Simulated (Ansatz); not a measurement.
## Ansatz 0.2.0, settings compared: BeTe

Input:

```yaml
crystal:
  lattice:
    - [0.0, 2.773125, 2.773125]
    - [2.773125, 0.0, 2.773125]
    - [2.773125, 2.773125, 0.0]
  atoms:
    - { symbol: Be, position: [0.0, 0.0, 0.0] }
    - { symbol: Te, position: [0.25, 0.25, 0.25] }
  symmetry: { tolerance: 0.0003 }
kpoints:
  mp_grid: { grid: [6, 6, 6], shift: [0, 0, 0] }
magnetization:
  spin_polarized: false
scf:
  occupations: { method: gaussian, width: 0.0217 }
hamiltonian:
  pseudopotentials: { kind: paw }
  xc: r2scan
basis:
  ecutwfc: 500
output:
  forces: true
  stress: true
  eigenvalues: true
```

Run with:

```bash
ansatz run input.yaml --threads 1 --pin off --max-ram 2560MiB --backend cpu --events-out ev --progress --plain --runs-dir out
```

Origin of the cell: a database entry, scaled a little.

Output of this run (shortened):

```
SCF iter   1: F=—  HF=-7089.016771 eV  Δρ=3.68e-3  dr2=8.69e-3  dr2_τ=1.96e-2
SCF iter   2: F=—  HF=-7089.052338 eV  Δρ=1.78e-3  dr2=1.03e-3  dr2_τ=2.84e-5
SCF iter   3: F=—  HF=-7089.052927 eV  Δρ=5.47e-4  dr2=7.65e-5  dr2_τ=2.71e-6
SCF iter   4: F=—  HF=-7089.052973 eV  Δρ=1.27e-4  dr2=4.13e-6  dr2_τ=8.88e-8
SCF iter   5: F=—  HF=-7089.052975 eV  Δρ=2.51e-5  dr2=1.36e-7  dr2_τ=3.41e-9
SCF iter   6: F=-7089.052975 eV  HF=-7089.052975 eV  Δρ=2.98e-6  dr2=3.37e-9  dr2_τ=3.76e-11
SCF 1 converged in 6 iterations: F = -7089.052975 eV  dr2 = 3.37e-9
SCF converged after 6 iterations
Free energy (F): -7089.052975 eV
Harris-Foulkes:  -7089.052975 eV  (|F-HF|=3.43e-9)
Internal energy: -7089.052975 eV  (E = F + TS)
E sigma→0 (E₀):  -7089.052975 eV
Fermi energy:    9.004664 eV
--- Per-component energies (eV) ---
  E_band       = -271.246258
  E_kinetic    = 200.895259
  E_local      = -1330.535161  (includes V_loc(G=0)·N_el)
  E_nonlocal   = -305.315867
  E_hartree    = 842.166033
  E_xc         = -134.182717
  E_vxc        = -133.868535  (∫ρ·V_xc dr)
  E_paw        = -4748.258480  (= ΣΔE_a)
  E_vpaw       = -394.330364  (= ΣTr[D̂ρ^β])
  E_aug_tail   = -0.000033  (compensation charges beyond the density's cutoff)
  E_vtau       = 7.577836  (kinetic-family band-sum trace: ∫τ·v_τ [+ j·A + Jᵃ·Aᵃ] dr)
  E_ewald      = -1614.094838
  E_core_change = 0.272828  (= ΣΔE_core)
  E_smearing   = -0.000000  (= −TS)
  Σ components = -7089.052975   (vs F -7089.052975, Δ=0.00e0)
--- Forces (eV/Å), atoms counted from 1 ---
  atom   1  Be     0.000000    -0.000000    -0.000000
  atom   2  Te     0.000000    -0.000000     0.000000
  max |Σ_I F_I| component: 2.98e-16 eV/Å
--- Stress (GPa, compression-positive) ---
        4.005384       0.000000      -0.000000
       -0.000000       4.005384       0.000000
       -0.000000       0.000000       4.005384
  P = ⅓ Tr σ = 4.0054 GPa (40.054 kbar)
```

The same input was run again with these changes:

1. `kpoints.mp_grid.grid` [6, 6, 6] → [5, 5, 5]; `accuracy` default → low
2. `scf.algorithm` default → direct_min; `kpoints.mp_grid.grid` [6, 6, 6] → [2, 2, 2]
3. `hamiltonian.xc` r2scan → pbe; `scf.n_extra_bands` default → 2
4. `scf.initial_density.chi_scale` default → 0.0; `accuracy` default → high; `magnetization` { spin_polarized: false } → { spin_polarized: true } (starts: flip); typed moments: none

| run | end | SCF iterations | P (GPa) | max force component (eV/Å) | moment (μB) | ΔE(σ→0) (meV/atom) |
| --- | --- | --- | --- | --- | --- | --- |
| base | converged | 6 | 4.01 | 0.000 | – | 0 |
| 1 | converged | 6 | 4.11 | 0.000 | – | 7.70 |
| 2 | converged | 5 | 12.46 | 0.000 | – | 895.62 |
| 3 | converged | 7 | 4.08 | 0.000 | – | – |
| 4 | converged | 10 | 4.01 | 0.000 | 0.00 | 0.00 |

Energies are compared only where functional, datasets, charge and starting cell are the same.

Not properties of the system: run 1 (too coarse or loose: `kpoints.mp_grid.grid` = [5, 5, 5], `accuracy` = low), run 2 (too coarse or loose: `kpoints.mp_grid.grid` = [2, 2, 2]).

Caveats of the base run: no spin-orbit coupling, though heavy elements are present.

Run 4: spin is on but no moment was typed.

Time of the base run: 2.7 s on 1 thread of Arm Neoverse V1 (shared host), peak memory 0.39 GiB, from the program's own first density.
